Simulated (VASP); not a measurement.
# Si (P6/mmm) in VASP: further runs

The runs below take Si through single point, with LDA.

Program: VASP 6.6.1. These are calculated values, not measurements. Logs are shortened: lines on timing, memory, paths and dates and some standing lists are left out, and cuts for length are marked.

## Step 1: The crystal as given

Symmetry: P6/mmm, No. 191, hexagonal system. Conventional cell: a = 2.766 Å, b = 2.766 Å, c = 2.213 Å, α = 90.00°, β = 90.00°, γ = 120.00°. Si (site symmetry 6/mmm) is surrounded by 2 Si at 2.21 Å.

This isn't the form of Si at room conditions, which is diamond.

## Step 2: Single point, LDA

INCAR

```
ALGO = Normal
EDIFF = 1E-7
ENCUT = 520
ISIF = 2
ISMEAR = 0
LASPH = True
LCHARG = False
LREAL = False
LWAVE = False
NBANDS = 8
NELM = 60
PREC = Accurate
SIGMA = 0.15
```

KPOINTS

```
k-points
0
Gamma
  24 24 22
```

POSCAR

```
Si
1.0
    2.7664210749      0.0000000000      0.0000000000
   -1.3832105375      2.3957909284      0.0000000000
    0.0000000000      0.0000000000      2.2131020013
Si
1
Direct
    0.0000000000      0.0000000000      0.0000000000
```

Potentials or basis: VASP PAW LDA potentials, release 64 (Si).

On the command line:

```
> cat potpaw_LDA.64/Si/POTCAR > POTCAR
> mpirun -np 1 vasp_std > vasp.out
```

OUTCAR:

```text
EDIFF = 1E-7
   ENCUT = 520
   ISIF = 2
   ISMEAR = 0
   LASPH = True
   LREAL = False
   NELM = 60
   PREC = Accurate

 ion  position               nearest neighbor table
   1  0.000  0.000  0.000-

  LATTYP: Found a hexagonal cell.
 ALAT       =     2.7664210749
 C/A-ratio  =     0.7999873994

  Lattice vectors:

 A1 = (   2.7664210749,   0.0000000000,   0.0000000000)
 A2 = (  -1.3832105375,   2.3957909284,   0.0000000000)
 A3 = (   0.0000000000,   0.0000000000,   2.2131020013)

Analysis of symmetry for initial positions (statically):
=====================================================================
 Subroutine PRICEL returns:
 Original cell was already a primitive cell.

 Routine SETGRP: Setting up the symmetry group for a
 hexagonal supercell.

 Subroutine GETGRP returns: Found 24 space group operations
 (whereof 24 operations were pure point group operations)
 out of a pool of 24 trial point group operations.

The static configuration has the point symmetry D_6h.

Analysis of symmetry for dynamics (positions and initial velocities):
=====================================================================
 Subroutine PRICEL returns:
 Original cell was already a primitive cell.

 Routine SETGRP: Setting up the symmetry group for a
 hexagonal supercell.

 Subroutine GETGRP returns: Found 24 space group operations
 (whereof 24 operations were pure point group operations)
 out of a pool of 24 trial point group operations.

The dynamic configuration has the point symmetry D_6h.

 Subroutine INISYM returns: Found 24 space group operations
 (whereof 24 operations are pure point group operations),
 and found     1 'primitive' translations

----------------------------------------------------------------------------------------

                                     Primitive cell

  volume of cell :      14.6679

  direct lattice vectors                    reciprocal lattice vectors
     2.766421075  0.000000000  0.000000000     0.361477871  0.208699346  0.000000000
    -1.383210537  2.395790928  0.000000000     0.000000000  0.417398692  0.000000000
     0.000000000  0.000000000  2.213102001     0.000000000  0.000000000  0.451854456

  length of vectors
     2.766421075  2.766421075  2.213102001     0.417398692  0.417398692  0.451854456

  position of ions in fractional coordinates (direct lattice)
     0.000000000  0.000000000  0.000000000

  ion indices of the primitive-cell ions
   primitive index   ion index
                 1           1

----------------------------------------------------------------------------------------

 KPOINTS: k-points

Automatic generation of k-mesh.
 Grid dimensions read from file:
 generate k-points for:   24   24   22

 Generating k-lattice:

  Cartesian coordinates                     Fractional coordinates (reciprocal lattice)
     0.015061578  0.008695806  0.000000000     0.041666667  0.000000000  0.000000000
     0.000000000  0.017391612  0.000000000     0.000000000  0.041666667  0.000000000
     0.000000000  0.000000000  0.020538839     0.000000000  0.000000000  0.045454545

  Length of vectors
     0.017391612  0.017391612  0.020538839

  Shift w.r.t. Gamma in fractional coordinates (k-lattice)
     0.000000000  0.000000000  0.000000000

 Subroutine IBZKPT returns following result:
 ===========================================

 Found    732 irreducible k-points:

 Following reciprocal coordinates:
            Coordinates               Weight
  0.000000  0.000000  0.000000      1.000000
  0.041667  0.000000  0.000000      6.000000
  0.083333  0.000000  0.000000      6.000000
  0.125000  0.000000  0.000000      6.000000
  0.166667 -0.000000  0.000000      6.000000
  0.208333  0.000000  0.000000      6.000000
[... 16 lines left out ...]
  0.416667  0.041667  0.000000     12.000000
  0.458333  0.041667  0.000000     12.000000
 [... further k-points ...]
   k-points           NKPTS =    732   k-points in BZ     NKDIM =    732   number of bands    NBANDS=      8
   number of dos      NEDOS =    301   number of ions     NIONS =      1
   total plane-waves  NPLWV =   9216
   dimension x,y,z NGX =    24 NGY =   24 NGZ =   16
   dimension x,y,z NGXF=    48 NGYF=   48 NGZF=   32
   ions per type =               1
   NGX,Y,Z   is equivalent  to a cutoff of  14.42, 14.42, 12.02 a.u.
   NGXF,Y,Z  is equivalent  to a cutoff of  28.85, 28.85, 24.04 a.u.
 SYSTEM =  unknown system
   PREC   = accura    normal or accurate (medium, high low for compatibility)
   ISTART =      0    job   : 0-new  1-cont  2-samecut
   ICHARG =      2    charge: 1-file 2-atom 10-const
   ISPIN  =      1    spin polarized calculation?
   LNONCOLLINEAR =      F non collinear calculations
   LSORBIT =      F    spin-orbit coupling
   LASPH  =      T    aspherical Exc in radial PAW
   ENCUT  =  520.0 eV  38.22 Ry    6.18 a.u.   5.14  5.14  4.11*2*pi/ulx,y,z
   NELM   =     60;   NELMIN=  2; NELMDL= -5     # of ELM steps
   EDIFF  = 0.1E-06   stopping-criterion for ELM
   LREAL  =      F    real-space projection
   EDIFFG = 0.1E-05   stopping-criterion for IOM
   NSW    =      0    number of steps for IOM
   IBRION =     -1    ionic relax: 0-MD 1-quasi-New 2-CG
   NFREE  =      0    steps in history (QN), initial steepest desc. (CG)
   ISIF   =      2    stress and relaxation
   ISYM   =      2    0-nonsym 1-usesym 2-fastsym
   POTIM  = 0.5000    time-step for ionic-motion
   TEBEG  =    0.0;   TEEND  =   0.0 temperature during run
   PSTRESS=    0.0 pullay stress
   NELECT =       4.0000    total number of electrons
   NUPDOWN=      -1.0000    fix difference up-down
   EMIN   =  10.00;   EMAX   =-10.00  energy-range for DOS
   EFERMI =   0.00;   METHOD = LEGACY
   ISMEAR =     0;   SIGMA  =   0.15  broadening in eV -4-tet -1-fermi 0-gaus
   EFERMI_NEDOS =   21; number of points for ismear=-14 and -15
   IALGO  =     38    algorithm
   IMIX   =      4    mixing-type and parameters
     AMIX     =   0.40;   BMIX     =  1.00
     AMIX_MAG =   1.60;   BMIX_MAG =  1.00
  volume/ion in A,a.u.               =      14.67        98.98
  Fermi-wavevector in a.u.,A,eV,Ry     =   1.061627  2.006184 15.334472  1.127052
  Thomas-Fermi vector in A             =   2.197050
   LORBIT       =      0    0 simple, 1 ext, 2 COOP (PROOUT), +10 PAW based schemes
   GGA     = CA    functional components
   LHFCALC =     F    Hartree Fock is set to
   AEXX    =    0.0000 exact exchange contribution
   IVDW    =     0    specifies the selected vdW correction
   LEPSILON=     F    determine dielectric tensor
   LRPA    =     F    only Hartree local field effects (RPA)
 non-spin polarized calculation
 Gauss-broadening in eV      SIGMA  =   0.15
  energy-cutoff  :      520.00
  volume of cell :       14.67
 maximum number of plane-waves:       410
 NGX is ok and might be reduce to    24

 number of electron       4.0000000 magnetization

 Free energy of the ion-electron system (eV)
  ---------------------------------------------------
  ext. energy  EPLUGINS =         0.00000000
  ---------------------------------------------------
  free energy    TOTEN  =        -5.51503955 eV

  energy without entropy =       -5.51213302  energy(sigma->0) =       -5.51358629

 E-fermi :   9.5862     XC(G=0): -11.1276

 val. band max:        9.5780329980   @ k =   0.4583   0.0417   0.4545
 cond. band min:       9.6017394523   @ k =   0.4583   0.0833   0.4545
 fundamental gap:      0.0237064543
 Fermi energy:         9.5861839333

 k-point     1 :       0.0000    0.0000    0.0000
  band No.  band energies     occupation
      1      -4.4855      2.00000
      2      16.8481      0.00000
      3      16.8481      0.00000
      4      17.6568      0.00000
      5      20.1723      0.00000
      6      20.1723      0.00000
      7      23.2140      0.00000
      8      25.3963      0.00000

 k-point     2 :       0.0417    0.0000    0.0000
  band No.  band energies     occupation
      1      -4.4426      2.00000
      2      15.9992      0.00000
      3      16.6406      0.00000
      4      18.2253      0.00000
      5      20.0849      0.00000
      6      20.4565      0.00000
      7      23.2478      0.00000
      8      25.8596      0.00000

 k-point     3 :       0.0833    0.0000    0.0000
  band No.  band energies     occupation
      1      -4.3139      2.00000
      2      14.7141      0.00000
      3      16.1595      0.00000
      4      18.3932      0.00000
      5      20.3078      0.00000
      6      21.1677      0.00000
      7      23.3492      0.00000
      8      27.0346      0.00000

 k-point     4 :       0.1250    0.0000    0.0000
  band No.  band energies     occupation
      1      -4.0999      2.00000
      2      13.3266      0.00000
      3      15.5921      0.00000
      4      17.9398      0.00000
      5      21.0316      0.00000
      6      22.1173      0.00000
      7      23.5177      0.00000
      8      28.5891      0.00000

 k-point     5 :       0.1667   -0.0000    0.0000
  band No.  band energies     occupation
      1      -3.8010      2.00000
      2      11.9003      0.00000
      3      15.0288      0.00000
      4      17.3485      0.00000
      5      21.8799      0.00000
      6      23.2128      0.00000
      7      23.7525      0.00000
      8      30.2081      0.00000
[... 177 lines left out ...]
 k-point    22 :       0.3750    0.0417    0.0000
  band No.  band energies     occupation
      1      -0.6986      2.00000
      2       4.6644      2.00000
      3      12.2765      0.00000
      4      15.7867      0.00000
      5      26.1003      0.00000
      6      26.2064      0.00000
      7      30.3647      0.00000
      8      30.8529      0.00000

 k-point    23 :       0.4167    0.0417    0.0000
  band No.  band energies     occupation
      1       0.0469      2.00000
      2       3.6152      2.00000
      3      12.1212      0.00000
      4      15.6306      0.00000
      5      26.5941      0.00000
      6      26.7809      0.00000
      7      30.1476      0.00000
      8      31.5205      0.00000

 k-point    24 :       0.4583    0.0417    0.0000
  band No.  band energies     occupation
      1       0.6731      2.00000
      2       2.8367      2.00000
      3      12.0434      0.00000
      4      15.5523      0.00000
      5      26.9405      0.00000
      6      27.1096      0.00000
      7      29.6940      0.00000
      8      32.2627      0.00000

 [... further k-points ...]
[... 5 lines left out ...]
  --------------------------------------------------------------------------------------
  -------------------------------------------------------------------------------------
  Total       -1.0085974     -1.0085974      4.0153689      0.0000000     -0.0000000      0.0000000
  in kB     -110.1691021   -110.1691020    438.5987601      0.0000000     -0.0000000      0.0000000
  external PRESSURE =      72.7535187 kB  Pullay stress =       0.0000000 kB

 VOLUME and BASIS-vectors are now :
 -----------------------------------------------------------------------------
  energy-cutoff  :      520.00
  volume of cell :       14.67
      direct lattice vectors                 reciprocal lattice vectors
     2.766421075  0.000000000  0.000000000     0.361477871  0.208699346  0.000000000
    -1.383210537  2.395790928  0.000000000     0.000000000  0.417398692  0.000000000
     0.000000000  0.000000000  2.213102001     0.000000000  0.000000000  0.451854456

 POSITION                                       TOTAL-FORCE (eV/Angst)
 -----------------------------------------------------------------------------------
      0.00000      0.00000      0.00000         0.000000      0.000000      0.000000
 -----------------------------------------------------------------------------------
    total drift:                               -0.000000     -0.000000     -0.000000

  FREE ENERGIE OF THE ION-ELECTRON SYSTEM (eV)
  ---------------------------------------------------
  free  energy   TOTEN  =        -5.5150395483 eV

  energy  without entropy=       -5.5121330247  energy(sigma->0) =       -5.51358629
```

Wall time 41 s (1 thread of Intel Xeon Platinum 8559C (Emerald Rapids), shared host); peak memory 0.17 GiB.

Results:

| Quantity | Value |
| --- | --- |
| Free energy | -5.5150 eV |
| Pressure | 7.3 GPa |
| Band gap on the k mesh | none (metal or under the smearing width) |

Levels at points of the mesh, in eV from the Fermi level:
```tsv
k point	band 1	band 2	band 3	band 4	band 5
(0.00, 0.00, 0.00)	-14.07	7.26	7.26	8.07	10.59
(0.50, 0.00, 0.00)	-8.83	-6.91	3.13	5.23	17.39
(0.00, 0.00, 0.50)	-6.92	-6.87	12.76	12.76	13.80
(0.50, 0.00, 0.50)	-3.03	-1.10	-0.61	1.75	8.71
```

## Step 3: Single point, LDA

This run uses another cell than the first one, of the same volume but with other edges.

INCAR

```
SYSTEM = Si
  PREC = Accurate
  ENCUT = 520
  EDIFF = 1E-6
  ISMEAR = 0
  SIGMA = 0.15
  LREAL = .FALSE.
  LASPH = .TRUE.
  NELM = 100
  ALGO = Normal
  ISIF = 2
  LWAVE = .FALSE.
  LCHARG = .TRUE.
  GGA = CA
  LELF = .TRUE.
  LVHAR = .TRUE.
  NBANDS = 8
```

KPOINTS

```
Automatic mesh
0
G
  24 24 22
  0 0 0
```

POSCAR

```
Si
1.0
    2.8228941736      0.0000000000      0.0000000000
   -1.4114470868      2.4446980665      0.0000000000
    0.0000000000      0.0000000000      2.1254397823
Si
1
Direct
    0.0000000000      0.0000000000      0.0000000000
```

Potentials or basis: VASP PAW LDA potentials, release 64 (Si).

On the command line:

```
> cat potpaw_LDA.64/Si/POTCAR > POTCAR
> mpirun -np 1 vasp_std > vasp.out
```

Run time: 41 s. Hardware: 1 thread of Intel Xeon Platinum 8559C (Emerald Rapids), shared host; peak memory 0.17 GiB.

Results (log left out):

| Quantity | Value |
| --- | --- |
| Free energy | -5.2589 eV |
| Pressure | 15.0 GPa |
| Band gap on the k mesh | none (metal or under the smearing width) |

Stress tensor (GPa, compression positive):
```
-12.76   0.00   0.00
  0.00 -12.76   0.00
  0.00   0.00  70.44
```

Levels at points of the mesh, in eV from the Fermi level:
| k point | band 1 | band 2 | band 3 | band 4 | band 5 | band 6 |
| --- | --- | --- | --- | --- | --- | --- |
| (0.00, 0.00, 0.00) | -14.05 | 6.26 | 6.26 | 7.77 | 10.03 | 10.03 |
| (0.50, 0.00, 0.00) | -9.25 | -6.92 | 2.47 | 4.80 | 17.71 | 19.58 |
| (0.00, 0.00, 0.50) | -6.66 | -5.94 | 12.64 | 12.64 | 12.95 | 12.95 |
| (0.50, 0.00, 0.50) | -3.27 | -0.27 | 0.03 | 1.99 | 8.91 | 10.14 |

## Step 4: Single point, LDA

This run uses another cell than the first one, of the same volume but with other edges.

INCAR

```
PREC = Accurate
ENCUT = 520
EDIFF = 1E-6
ISMEAR = 0
SIGMA = 0.15
LREAL = F
LASPH = T
NELM = 60
ALGO = Normal
ISIF = 2
LWAVE = F
LCHARG = T
GGA = CA
LELF = T
LVHAR = T
NBANDS = 8
```

KPOINTS

```
Automatic mesh
0
Gamma
  24 24 22
```

POSCAR

```
Si
1.0
    2.4660252040      0.0000000000      0.0000000000
   -1.2330126020      2.1356404731      0.0000000000
    0.0000000000      0.0000000000      2.7851140092
Si
1
Direct
    0.0000000000      0.0000000000      0.0000000000
```

Potentials or basis: VASP PAW LDA potentials, release 64 (Si).

On the command line:

```
> cat potpaw_LDA.64/Si/POTCAR > POTCAR
> mpirun -np 1 vasp_std > vasp.out
```

OUTCAR:

```text
PREC = Accurate
   ENCUT = 520
   EDIFF = 1E-6
   ISMEAR = 0
   LREAL = F
   LASPH = T
   NELM = 60
   ISIF = 2
   GGA = CA

 ion  position               nearest neighbor table
   1  0.000  0.000  0.000-

  LATTYP: Found a hexagonal cell.
 ALAT       =     2.4660252040
 C/A-ratio  =     1.1293939757

  Lattice vectors:

 A1 = (   2.4660252040,   0.0000000000,   0.0000000000)
 A2 = (  -1.2330126020,   2.1356404731,   0.0000000000)
[... 435 lines left out ...]
 k-point    24 :       0.4583    0.0417    0.0000
  band No.  band energies     occupation
      1       2.4592      2.00000
      2       3.7588      2.00000
      3      15.6197      0.00000
      4      18.5638      0.00000
      5      18.7195      0.00000
      6      20.7833      0.00000
      7      24.4508      0.00000
      8      26.1534      0.00000

 [... further k-points ...]
[... 5 lines left out ...]
  --------------------------------------------------------------------------------------
  -------------------------------------------------------------------------------------
  Total        1.3347584      1.3347584     -1.6638642      0.0000000      0.0000000      0.0000000
  in kB      145.7956608    145.7956608   -181.7438895      0.0000000      0.0000000      0.0000000
  external PRESSURE =      36.6158107 kB  Pullay stress =       0.0000000 kB

 VOLUME and BASIS-vectors are now :
 -----------------------------------------------------------------------------
  energy-cutoff  :      520.00
  volume of cell :       14.67
      direct lattice vectors                 reciprocal lattice vectors
     2.466025204  0.000000000  0.000000000     0.405510859  0.234121804  0.000000000
    -1.233012602  2.135640473  0.000000000     0.000000000  0.468243608  0.000000000
     0.000000000  0.000000000  2.785114009     0.000000000  0.000000000  0.359051729

 POSITION                                       TOTAL-FORCE (eV/Angst)
 -----------------------------------------------------------------------------------
      0.00000      0.00000      0.00000         0.000000      0.000000      0.000000
 -----------------------------------------------------------------------------------
    total drift:                               -0.000000      0.000000      0.000000

  FREE ENERGIE OF THE ION-ELECTRON SYSTEM (eV)
  ---------------------------------------------------
  free  energy   TOTEN  =        -5.5207854550 eV

  energy  without entropy=       -5.5153173357  energy(sigma->0) =       -5.51805140
```

stdout:

```text
POSCAR found type information on POSCAR Si
 POSCAR found :  1 types and       1 ions
 scaLAPACK will be used
 LDA part: xc-table for (Slater(with rela. corr.)+CA(PZ))
 , standard interpolation
 POSCAR, INCAR and KPOINTS ok, starting setup
 FFT: planning ... GRIDC
 FFT: planning ... GRID_SOFT
 FFT: planning ... GRID
 WAVECAR not read
 entering main loop
```

Run time: 50 s. Hardware: 1 thread of Intel Xeon Platinum 8559C (Emerald Rapids), shared host; peak memory 0.16 GiB.

Results:

* Free energy: -5.5208 eV
* Pressure: 3.7 GPa
* Band gap on the k mesh: none (metal or under the smearing width)
